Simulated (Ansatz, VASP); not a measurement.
# Two plane-wave programs on KBr

```
K Br
1.0
     4.56895    0.00000    0.00000
     0.00000    4.56895    0.00000
     0.00000    0.00000   26.30692
K Br
1 1
Direct
  0.50000 0.50000 0.30408
  0.00000 0.00000 0.30413
```

Alike in both runs: functional PBE; k mesh 6 × 6 × 1; occupations gaussian, width 0.02 eV; no spin polarisation.

Ansatz relaxed the structure, and its values are those at the end. VASP's run is a single point on that final structure, the one shown.

```csv
,VASP,Ansatz
version,VASP 6.6.1,Ansatz 0.2.0
potentials or method,"VASP PAW PBE potentials, release 64 (K_sv, Br)","scalar-relativistic, plane waves, PAW"
plane-wave cutoff (eV),520,420
valence electrons in the cell,16,16
```

|  | VASP | Ansatz | Ansatz less VASP |
| --- | --- | --- | --- |
| gap on the k mesh at the Fermi level (eV) | 4.37 | 4.37 | 0.000 |
| least direct gap on the mesh (eV) | 4.38 | 4.38 | +0.001 |

A hybrid or GW would open this gap; PBE tends to underestimate it.
